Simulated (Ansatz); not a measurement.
# GaN (P1) in Ansatz: convergence with smearing width

Aim: find how far smearing width must go before the results for GaN settle, at r2SCAN. This setting moves, with any that are tied to it; all else stays.

All numbers are computed with Ansatz 0.2.0; they aren't measurements. Logs are shortened: lines on timing, memory, paths and dates and some standing lists are left out, and cuts for length are marked.

### 1 The cell of the first run

The typed cell holds 4 atoms: a = 3.180 Å, b = 3.180 Å, c = 5.166 Å, α = 90.00°, β = 90.00°, γ = 120.00°.

The cell isn't the ideal one: atoms moved at random, drawn with an rms of 0.05 Å.

### 2 With smearing width 0.3 eV

File input.yaml:

```yaml
crystal:
  lattice:
    - [3.18, 0.0, 0.0]
    - [-1.59, 2.753960784, 0.0]
    - [0.0, 0.0, 5.166]
  atoms:
    - { symbol: Ga, position: [0.677932, 0.337742, 0.498947] }
    - { symbol: Ga, position: [0.345992, 0.669724, 0.010592] }
    - { symbol: "N", position: [0.670247, 0.342543, 0.876186] }
    - { symbol: "N", position: [0.334197, 0.65293, 0.374213] }
hamiltonian:
  xc: r2scan
  pseudopotentials: { kind: paw }
kpoints:
  mp_grid: { grid: [7, 7, 4] }
scf:
  occupations: { method: fermi_dirac, width: 0.3 }
output:
  forces: true
  stress: true
  eigenvalues: true
```

Potentials or basis: Ansatz PAW.

Started as:

```sh
$ ansatz run input.yaml --threads 2 --pin off --max-ram 5632MiB --backend cpu --events-out ev --progress --plain --runs-dir out
```

Standard output:

```text
Warning: RAYON_NUM_THREADS=2 ignored (pool sized by the plan → 2); use --threads N
band count auto-derived: 24 (N_el = 36.0; filled up to band 18; 22 by the electrons, moments and atoms)
Engine: ansatz 0.2.0, x86_64-unknown-linux-gnu
Pseudopotentials: kind: paw
Pseudopotential: Ga, paw, valence charge 13, recommended cutoff 500 eV (meta_gga), Ga.paw.azcp
Pseudopotential: N, paw, valence charge 5, recommended cutoff 500 eV (meta_gga), N.paw.azcp
Functional definition: r2SCAN
  parameter k0 = 0.174
  parameter k1 = 0.065
  parameter a1 = 4.9479
  exchange = r2scan_x(k0 = k0, k1 = k1, a1 = a1)
  correlation = r2scan_c
Crystal: 4 atoms, lattice volume = 45.242 Å³
Basis set: ecut = 500 eV, 1129 PW (Γ), exchange–correlation on 96×96×160 points (64 copies of the dense FFT grid, shifted against one another)
Bands: 24, of which v1, the nominal top of the filled ones, is band 18 counted from 1 (17 counted from 0)
Symmetry: 1 space group operations
Space group: P1 (ITA 1), of the structure as read, at distance tolerance 3.6e-5 Å
k-points: 99 of 196 (time reversal used)
Non-local potential: Ga, projectors of the file, l = 0: 2, l = 1: 2, l = 2: 3, l = 3: 1
Non-local potential: N, projectors of the file, l = 0: 2, l = 1: 2, l = 2: 1
PAW form: soft (Blöchl's): semilocal exchange-correlation on the pseudo side does not see the compensation charge
PAW frozen core: Ga, regenerated for the run's functional (the file was generated under x = pbe(κ = 0.804, μ = 0.2195149727645171), c = pbe(β = 0.06672455060314922))
PAW frozen core: N, regenerated for the run's functional (the file was generated under x = pbe(κ = 0.804, μ = 0.2195149727645171), c = pbe(β = 0.06672455060314922))
PAW one-centre angular grid: Ga, 590 points (default); XC on 160 Gauss nodes
PAW one-centre angular grid: N, 302 points (default); XC on 160 Gauss nodes
Initial density: superposition of atomic densities (neutral atoms: chi_scale 0, normalization atom), corrected by the library's trained network
Initial wavefunctions: pseudopotential atomic-orbital guess
Functional: x = r2scan, c = r2scan; τ floored in thin density (d = 2e-4 eV/Å³)
SCF iter   1: F=—  HF=-8352.634608 eV  |F-HF|=—  |Δ(HF+E_count)|=         —  Δρ=1.25e-2  dr2=2.66e-2  dr2_τ=1.96e-1  ethr=1.77e-3  ⟨swp⟩=4.3  Hψ=9164  notcnv=0
preconditioner: auto → Resta (q_TF=auto, 2.626 Å⁻¹)  ε∞=4.1  [insulator: Δε(μ)=2.227 eV  Ē_g=18.849 eV  σ=0.300 eV  W_gap=0.90  n_scr=22 (ndim 8)  ℏωp=33.1 eV  f_vac=0.007  D(μ)=0.01/eV (n_scr^D=0)  ε∞_Penn≈4.1]
SCF iter   2: F=—  HF=-8352.699191 eV  |F-HF|=—  |Δ(HF+E_count)|=   6.46e-2  Δρ=5.83e-3  dr2=9.42e-3  dr2_τ=3.19e-4  ethr=7.40e-5  ⟨swp⟩=2.0  Hψ=5431  notcnv=0
SCF iter   3: F=—  HF=-8352.698655 eV  |F-HF|=—  |Δ(HF+E_count)|=   5.36e-4  Δρ=3.67e-3  dr2=2.58e-3  dr2_τ=9.01e-5  ethr=2.62e-5  ⟨swp⟩=2.2  Hψ=3982  notcnv=0
SCF iter   4: F=—  HF=-8352.698686 eV  |F-HF|=—  |Δ(HF+E_count)|=   3.10e-5  Δρ=3.04e-4  dr2=2.64e-5  dr2_τ=9.67e-6  ethr=7.16e-6  ⟨swp⟩=1.0  Hψ=2448  notcnv=0
SCF iter   5: F=—  HF=-8352.698706 eV  |F-HF|=—  |Δ(HF+E_count)|=   1.98e-5  Δρ=1.44e-4  dr2=4.43e-6  dr2_τ=5.63e-7  ethr=7.33e-8  ⟨swp⟩=2.0  Hψ=4149  notcnv=0
SCF iter   6: F=—  HF=-8352.698710 eV  |F-HF|=—  |Δ(HF+E_count)|=   4.63e-6  Δρ=5.76e-5  dr2=1.55e-6  dr2_τ=1.17e-7  ethr=1.23e-8  ⟨swp⟩=2.5  Hψ=4096  notcnv=0
SCF iter   7: F=—  HF=-8352.698710 eV  |F-HF|=—  |Δ(HF+E_count)|=   3.40e-7  Δρ=1.68e-5  dr2=1.17e-7  dr2_τ=6.11e-9  ethr=4.30e-9  ⟨swp⟩=2.8  Hψ=4057  notcnv=0
SCF iter   8: F=-8352.698710 eV  HF=-8352.698710 eV  |F-HF|=2.70e-8  |Δ(HF+E_count)|=   1.41e-8  Δρ=1.01e-5  dr2=4.30e-8  dr2_τ=2.43e-9  ethr=2.78e-10  ⟨swp⟩=4.1  Hψ=8128  notcnv=0
SCF 1 converged in 8 iterations: F = -8352.698710 eV  dr2 = 4.30e-8
SCF converged after 8 iterations
Free energy (F): -8352.698710 eV
Harris-Foulkes:  -8352.698710 eV  (|F-HF|=2.70e-8)
Internal energy: -8352.694919 eV  (E = F + TS)
E sigma→0 (E₀):  -8352.696815 eV
Entropy (-TS):   -0.003791 eV (-0.948 meV/atom)
Fermi energy:    11.236858 eV
--- Per-component energies (eV) ---
  E_band       = -27.338904
  E_kinetic    = 494.945673
  E_local      = -3899.106577  (includes V_loc(G=0)·N_el)
  E_nonlocal   = 952.978243
  E_hartree    = 1800.166458
  E_xc         = -243.771321
  E_vxc        = -287.574405  (∫ρ·V_xc dr)
  E_paw        = -4274.629762  (= ΣΔE_a)
  E_vpaw       = -904.615684  (= ΣTr[D̂ρ^β])
  E_aug_tail   = -0.000043  (compensation charges beyond the density's cutoff)
  E_vtau       = 15.696614  (kinetic-family band-sum trace: ∫τ·v_τ [+ j·A + Jᵃ·Aᵃ] dr)
  E_ewald      = -3181.912322
  E_core_change = -1.365269  (= ΣΔE_core)
  E_smearing   = -0.003791  (= −TS)
  E_closure    = 0.000000  (closes the sum)
  Σ components = -8352.698710   (vs F -8352.698710, Δ=0.00e0)
--- Forces (eV/Å), atoms counted from 1 ---
  atom   1  Ga    -0.09224321    -0.52403875     0.50751659
  atom   2  Ga    -0.45182871     0.17245554    -1.47500155
  atom   3  N      0.49895076    -0.26530594     0.22714642
  atom   4  N      0.04512481     0.61688676     0.74034384
  max |Σ_I F_I| component: 5.29e-6 eV/Å
--- Stress (GPa, compression-positive) ---
        2.043904      -0.974255      -0.889231
       -0.974253      -2.187055      -0.613481
       -0.889235      -0.613482       5.040017
  P = ⅓ Tr σ = 1.6323 GPa (16.323 kbar)
--- Band table (eV; the first three rows and the last of 99) ---
  k-point 0: bands = ["-7.3582", "-6.2405", "-4.4009", "-4.3787", "-4.3560", "-4.1827", "-4.1702", "-4.0872", "-4.0826", "-3.8905", "-3.8832", "-2.7742", "2.2370", "8.3184", "8.5595", "9.4616", "9.5990", "9.6713", "11.9391", "14.4869", "19.5068", "20.1781", "20.2032", "21.2240"]
  k-point 1: bands = ["-7.1992", "-6.3149", "-4.4008", "-4.3791", "-4.3039", "-4.1953", "-4.1862", "-4.0681", "-4.0651", "-3.8939", "-3.8878", "-3.3018", "3.3141", "7.9710", "8.4664", "8.6935", "9.4269", "9.5304", "13.1225", "14.5770", "19.1108", "20.0189", "20.2146", "20.3087"]
  k-point 2: bands = ["-6.9697", "-6.4564", "-4.4004", "-4.3792", "-4.2181", "-4.1999", "-4.1002", "-4.0509", "-4.0452", "-3.9022", "-3.8955", "-3.8927", "5.4084", "5.7243", "8.6995", "8.9152", "9.1502", "9.3228", "14.2359", "14.4953", "18.6857", "19.0481", "20.3975", "20.6476"]
  k-point 98: bands = ["-6.4962", "-6.0021", "-4.2958", "-4.2604", "-4.1748", "-4.1147", "-4.0930", "-4.0131", "-3.9629", "-3.8919", "-3.3067", "-2.4611", "3.3858", "4.3692", "5.9049", "6.5233", "7.8105", "8.2447", "15.2175", "16.5635", "17.2781", "18.5064", "19.8141", "20.2697"]
```

Run time: 24 s. Hardware: 2 threads of Intel Xeon at 2.50GHz (Skylake/Cascade Lake), shared host; peak memory 0.53 GiB.

Results:

| Quantity | Value |
| --- | --- |
| Free energy | -8352.6987 eV |
| Pressure | 1.6 GPa |
| Largest force | 1.552 eV/Å |
| Band gap on the k mesh | 2.27 eV, direct |

### 3 With smearing width 0.2 eV

Changes to input.yaml since step 2:

```diff
@@ -16,3 +16,3 @@
 scf:
-  occupations: { method: fermi_dirac, width: 0.3 }
+  occupations: { method: fermi_dirac, width: 0.2 }
 output:
```

Potentials or basis: Ansatz PAW.

Started as:

```sh
$ ansatz run input.yaml --threads 2 --pin off --max-ram 5632MiB --backend cpu --events-out ev --progress --plain --runs-dir out
```

Run time: 22 s. Hardware: 2 threads of Intel Xeon at 2.50GHz (Skylake/Cascade Lake), shared host; peak memory 0.53 GiB.

Results:

```
Free energy            : -8352.6981 eV
Pressure               : 1.6 GPa
Largest force          : 1.554 eV/Å
Band gap on the k mesh : 2.27 eV, direct
```

### 4 With smearing width 0.15 eV

Changes to input.yaml since step 3:

```diff
@@ -16,3 +16,3 @@
 scf:
-  occupations: { method: fermi_dirac, width: 0.2 }
+  occupations: { method: fermi_dirac, width: 0.15 }
 output:
```

Started as:

```sh
$ ansatz run input.yaml --threads 2 --pin off --max-ram 5632MiB --backend cpu --events-out ev --progress --plain --runs-dir out
```

Wall time 22 s (2 threads of Intel Xeon at 2.50GHz (Skylake/Cascade Lake), shared host); peak memory 0.52 GiB.

Results:

| Item | Value |
| --- | --- |
| Free energy | -8352.6981 eV |
| Pressure | 1.6 GPa |
| Largest force | 1.554 eV/Å |
| Band gap on the k mesh | 2.27 eV, direct |

### 5 With smearing width 0.1 eV

Changes to input.yaml since step 4:

```diff
@@ -16,3 +16,3 @@
 scf:
-  occupations: { method: fermi_dirac, width: 0.15 }
+  occupations: { method: fermi_dirac, width: 0.1 }
 output:
```

Started as:

```sh
$ ansatz run input.yaml --threads 2 --pin off --max-ram 5632MiB --backend cpu --events-out ev --progress --plain --runs-dir out
```

Wall time 20 s (2 threads of Intel Xeon at 2.50GHz (Skylake/Cascade Lake), shared host); peak memory 0.52 GiB.

What came out:

```yaml
Free_energy: -8352.6981 eV
Pressure: 1.6 GPa
Largest_force: 1.554 eV/Å
Band_gap_on_the_k_mesh: 2.27 eV, direct
```

### 6 With smearing width 0.05 eV

Changes to input.yaml since step 5:

```diff
@@ -16,3 +16,3 @@
 scf:
-  occupations: { method: fermi_dirac, width: 0.1 }
+  occupations: { method: fermi_dirac, width: 0.05 }
 output:
```

Potentials or basis: Ansatz PAW.

Started as:

```sh
$ ansatz run input.yaml --threads 2 --pin off --max-ram 5632MiB --backend cpu --events-out ev --progress --plain --runs-dir out
```

Wall time 20 s (2 threads of Intel Xeon at 2.50GHz (Skylake/Cascade Lake), shared host); peak memory 0.52 GiB.

It converged, with:

```yaml
Free_energy: -8352.6981 eV
Pressure: 1.6 GPa
Largest_force: 1.554 eV/Å
Band_gap_on_the_k_mesh: 2.27 eV, direct
```

### 7 With smearing width 0.025 eV

Changes to input.yaml since step 6:

```diff
@@ -16,3 +16,3 @@
 scf:
-  occupations: { method: fermi_dirac, width: 0.05 }
+  occupations: { method: fermi_dirac, width: 0.025 }
 output:
```

Started as:

```sh
$ ansatz run input.yaml --threads 2 --pin off --max-ram 5632MiB --backend cpu --events-out ev --progress --plain --runs-dir out
```

It took 22 s on 2 threads of Intel Xeon at 2.50GHz (Skylake/Cascade Lake), shared host; peak memory 0.52 GiB.

The run converged. Its results:

- Free energy: -8352.6981 eV
- Pressure: 1.6 GPa
- Largest force: 1.554 eV/Å
- Band gap on the k mesh: 2.27 eV, direct

### 8 With smearing width 0.01 eV

Changes to input.yaml since step 7:

```diff
@@ -16,3 +16,3 @@
 scf:
-  occupations: { method: fermi_dirac, width: 0.025 }
+  occupations: { method: fermi_dirac, width: 0.01 }
 output:
```

Started as:

```sh
$ ansatz run input.yaml --threads 2 --pin off --max-ram 5632MiB --backend cpu --events-out ev --progress --plain --runs-dir out
```

Wall time 21 s (2 threads of Intel Xeon at 2.50GHz (Skylake/Cascade Lake), shared host); peak memory 0.52 GiB.

The run converged. Its results:

```
Free energy            : -8352.6981 eV
Pressure               : 1.6 GPa
Largest force          : 1.554 eV/Å
Band gap on the k mesh : 2.27 eV, direct
```

### 9 With smearing width 0.005 eV

Changes to input.yaml since step 8:

```diff
@@ -16,3 +16,3 @@
 scf:
-  occupations: { method: fermi_dirac, width: 0.01 }
+  occupations: { method: fermi_dirac, width: 0.005 }
 output:
```

Potentials or basis: Ansatz PAW.

Started as:

```sh
$ ansatz run input.yaml --threads 2 --pin off --max-ram 5632MiB --backend cpu --events-out ev --progress --plain --runs-dir out
```

It took 21 s on 2 threads of Intel Xeon at 2.50GHz (Skylake/Cascade Lake), shared host; peak memory 0.53 GiB.

It converged, with:

| Property | Result |
| --- | --- |
| Free energy | -8352.6981 eV |
| Pressure | 1.6 GPa |
| Largest force | 1.554 eV/Å |
| Band gap on the k mesh | 2.27 eV, direct |

### 10 The series at a glance

| smearing width | energy less the tightest run, at zero smearing (meV/atom) | SCF cycles | CPU time (s) | peak memory (GiB) |
| --- | --- | --- | --- | --- |
| 0.3 eV | 0.31 | 8 | 39 | 0.53 |
| 0.2 eV | 0.03 | 7 | 38 | 0.53 |
| 0.15 eV | 0.00 | 7 | 36 | 0.52 |
| 0.1 eV | 0.00 | 7 | 36 | 0.52 |
| 0.05 eV | 0.00 | 7 | 37 | 0.52 |
| 0.025 eV | 0.00 | 7 | 37 | 0.52 |
| 0.01 eV | 0.00 | 7 | 38 | 0.52 |
| 0.005 eV | 0.00 | 7 | 38 | 0.53 |

Against the tightest run, the energy stays within 1 meV/atom from 0.3 eV on. The tightest run that finished is the yardstick and may itself not be fully converged.

Caveats: odd divisions of the mesh miss points on the zone boundary, where band edges often lie, so the gap on the mesh can be too wide; the PAW data sets come from PBE, with cores solved anew for the run's functional, which leaves a small shift of forces and pressure.
